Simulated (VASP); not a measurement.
# BN (F-43m) in VASP: further runs, part 2 of 2

VASP 6.6.1. The steps go on from the part before.

## (3) Single point, PBEsol

This run uses another cell than the first one, of 5.96 Å³/atom, 1.046 times its volume.

Contents of INCAR:

```
SYSTEM = BN
  PREC = Accurate
  ENCUT = 600
  EDIFF = 1E-6
  ISMEAR = 0
  SIGMA = 0.05
  LREAL = .False.
  LASPH = .True.
  NELM = 120
  ALGO = Normal
  ISIF = 2
  LWAVE = .False.
  LCHARG = .True.
  GGA = PS
  LELF = .True.
  LVHAR = .True.
  NBANDS = 11
  GGA_COMPAT = .False.
```

Contents of KPOINTS:

```
Automatic mesh
0
Gamma
  16 16 16
  0 0 0
```

Contents of POSCAR:

```
BN
1.0
    0.0000000000      1.8135050275      1.8135050275
    1.8135050275      0.0000000000      1.8135050275
    1.8135050275      1.8135050275      0.0000000000
B N
1 1
Direct
    0.0000000000      0.0000000000      0.0000000000
    0.7500000000      0.7500000000      0.7500000000
```

Potentials or basis: VASP PAW PBE potentials, release 64 (B, N).

Launch:

```console
cat potpaw_PBE.64/B/POTCAR potpaw_PBE.64/N/POTCAR > POTCAR
mpirun -np 1 vasp_std > vasp.out
```

OUTCAR:

```text
SYSTEM = BN
   PREC = Accurate
   ENCUT = 600
   EDIFF = 1E-6
   ISMEAR = 0
   LREAL = .False.
   LASPH = .True.
   NELM = 120
   ISIF = 2
   GGA = PS

 ion  position               nearest neighbor table
   1  0.000  0.000  0.000-   2 1.57   2 1.57   2 1.57   2 1.57
   2  0.750  0.750  0.750-   1 1.57   1 1.57   1 1.57   1 1.57

  LATTYP: Found a face centered cubic cell.
 ALAT       =     3.6270100550

  Lattice vectors:

 A1 = (   0.0000000000,   1.8135050275,   1.8135050275)
 A2 = (   1.8135050275,   0.0000000000,   1.8135050275)
 A3 = (   1.8135050275,   1.8135050275,   0.0000000000)
[... 512 lines left out ...]
      7      16.6423      0.00000
      8      18.1698      0.00000
      9      30.9266      0.00000
     10      31.3035      0.00000
     11      33.2638      0.00000

 [... further k-points ...]
[... 5 lines left out ...]
  --------------------------------------------------------------------------------------
  -------------------------------------------------------------------------------------
  Total       -0.4716220     -0.4716220     -0.4716220     -0.0000000     -0.0000000     -0.0000000
  in kB      -63.3458761    -63.3458761    -63.3458761     -0.0000000     -0.0000000     -0.0000000
  external PRESSURE =     -63.3458761 kB  Pullay stress =       0.0000000 kB

 VOLUME and BASIS-vectors are now :
 -----------------------------------------------------------------------------
  energy-cutoff  :      600.00
  volume of cell :       11.93
      direct lattice vectors                 reciprocal lattice vectors
     0.000000000  1.813505027  1.813505027    -0.275709189  0.275709189  0.275709189
     1.813505027  0.000000000  1.813505027     0.275709189 -0.275709189  0.275709189
     1.813505027  1.813505027  0.000000000     0.275709189  0.275709189 -0.275709189

 POSITION                                       TOTAL-FORCE (eV/Angst)
 -----------------------------------------------------------------------------------
      0.00000      0.00000      0.00000         0.000000      0.000000      0.000000
      2.72026      2.72026      2.72026        -0.000000     -0.000000     -0.000000
 -----------------------------------------------------------------------------------
    total drift:                               -0.000000     -0.000000     -0.000000

  FREE ENERGIE OF THE ION-ELECTRON SYSTEM (eV)
  ---------------------------------------------------
  free  energy   TOTEN  =       -18.3473849194 eV

  energy  without entropy=      -18.3473849194  energy(sigma->0) =      -18.34738492
```

OSZICAR:

```text
N       E                     dE             d eps       ncg     rms          rms(c)
DAV:   1     0.151644086000E+02    0.15164E+02   -0.54227E+03  3230   0.814E+02
DAV:   2    -0.185932516535E+02   -0.33758E+02   -0.32632E+02  3777   0.192E+02
DAV:   3    -0.192763427155E+02   -0.68309E+00   -0.68188E+00  3834   0.228E+01
DAV:   4    -0.192772248107E+02   -0.88210E-03   -0.88208E-03  3460   0.915E-01
DAV:   5    -0.192772256331E+02   -0.82242E-06   -0.82243E-06  3754   0.281E-02    0.647E+00
DAV:   6    -0.184476572908E+02    0.82957E+00   -0.26879E+00  3523   0.981E+00    0.319E+00
DAV:   7    -0.183675675098E+02    0.80090E-01   -0.93781E-02  3649   0.248E+00    0.184E+00
DAV:   8    -0.183473666006E+02    0.20201E-01   -0.32206E-02  3574   0.124E+00    0.173E-01
DAV:   9    -0.183473617187E+02    0.48819E-05   -0.85032E-04  3412   0.250E-01    0.783E-02
DAV:  10    -0.183473829234E+02   -0.21205E-04   -0.64928E-05  3565   0.774E-02    0.132E-02
DAV:  11    -0.183473848295E+02   -0.19060E-05   -0.41370E-06  3614   0.159E-02    0.825E-03
DAV:  12    -0.183473849194E+02   -0.89888E-07   -0.96407E-07  1736   0.698E-03
   1 F= -.18347385E+02 E0= -.18347385E+02  d E =-.211321E-27
```

stdout:

```text
POSCAR found type information on POSCAR B N
 POSCAR found :  2 types and       2 ions
 scaLAPACK will be used
 -----------------------------------------------------------------------------
|                                                                             |
|                                                                             |
|     You enforced a specific xc type in the INCAR file but a different       |
|     I HOPE YOU KNOW WHAT YOU ARE DOING!                                     |
|                                                                             |
 -----------------------------------------------------------------------------

 LDA part: xc-table for (Slater+PW92), standard interpolation
 POSCAR, INCAR and KPOINTS ok, starting setup
 FFT: planning ... GRIDC
 FFT: planning ... GRID_SOFT
 FFT: planning ... GRID
 WAVECAR not read
 entering main loop
```

Run time: 12 s. Hardware: 1 thread of Intel Xeon Platinum 8488C (Sapphire Rapids), shared host; peak memory 0.13 GiB.

What came out:

```
Free energy            : -18.3474 eV
Pressure               : -6.3 GPa
Band gap on the k mesh : 4.27 eV, indirect (least direct gap 8.71 eV)
```

Caveat: the PAW data sets were made with another functional, which shifts forces and pressure a little. A k mesh can miss the band edges.

## (4) Single point, PBEsol

This run uses another cell than the first one, of 5.86 Å³/atom, 1.027 times its volume.

Contents of INCAR:

```
ALGO = Normal
EDIFF = 1E-6
ENCUT = 600
GGA = PS
GGA_COMPAT = F
ISIF = 2
ISMEAR = 0
LASPH = T
LCHARG = T
LELF = T
LREAL = F
LVHAR = T
LWAVE = F
NBANDS = 11
NELM = 120
PREC = Accurate
SIGMA = 0.05
```

Contents of KPOINTS:

```
k-points
0
Gamma
  16 16 16
```

Contents of POSCAR:

```
BN
1.0
    0.0000000000      1.8027128429      1.8027128429
    1.8027128429      0.0000000000      1.8027128429
    1.8027128429      1.8027128429      0.0000000000
B N
1 1
Direct
    0.0000000000      0.0000000000      0.0000000000
    0.7500000000      0.7500000000      0.7500000000
```

Launch:

```console
cat potpaw_PBE.64/B/POTCAR potpaw_PBE.64/N/POTCAR > POTCAR
mpirun -np 1 vasp_std > vasp.out
```

It took 12 s on 1 thread of Intel Xeon Platinum 8488C (Sapphire Rapids), shared host; peak memory 0.13 GiB.

It converged, with:

```
Free energy            : -18.3507 eV
Pressure               : 0.4 GPa
Band gap on the k mesh : 4.28 eV, indirect (least direct gap 8.80 eV)
```

Levels at points of the mesh, in eV from the valence-band top:
```tsv
k point	band 2	band 3	band 4	band 5	band 6	band 7
(0.00, 0.00, 0.00)	0.00	0.00	0.00	8.80	8.80	8.80
(0.50, 0.00, 0.00)	-10.85	-1.96	-1.96	10.20	10.66	10.66
(0.50, 0.50, 0.00)	-9.02	-4.98	-4.98	4.28	9.13	18.00
```

Caveat: the PAW data sets were made with another functional, which shifts forces and pressure a little.

## (5) The runs side by side

| cell | gap on the mesh (eV) | pressure (GPa) |
| --- | --- | --- |
| a = 2.526 Å, angles 60.0°, 2 atoms | 4.31 | 11.5 |
| a = 2.565 Å, angles 60.0°, 2 atoms | 4.27 | -6.3 |
| a = 2.549 Å, angles 60.0°, 2 atoms | 4.28 | 0.4 |

Alike in all rows: task single point; level PBEsol; potentials or basis VASP PAW PBE potentials, release 64 (B, N); no spin polarisation; k mesh 16 × 16 × 16; cutoff (eV) 600; smearing gaussian 0.05 eV.

Caveats: the PAW data sets were made with another functional, which shifts forces and pressure a little.

Total energies depend on the potentials used, so only differences within one code and one set of settings carry meaning.

## (6) Comparison with measurements

Step 4. Against the measured gap of BN, 6.4 eV (indirect; 300 K; a printed reference work, monograph), the calculated 4.28 eV is off by -2.12 eV. The value is that of PBEsol on a finite k mesh, which can miss the band edges, without temperature or zero-point motion. Semilocal functionals fall short of measured gaps as a rule.
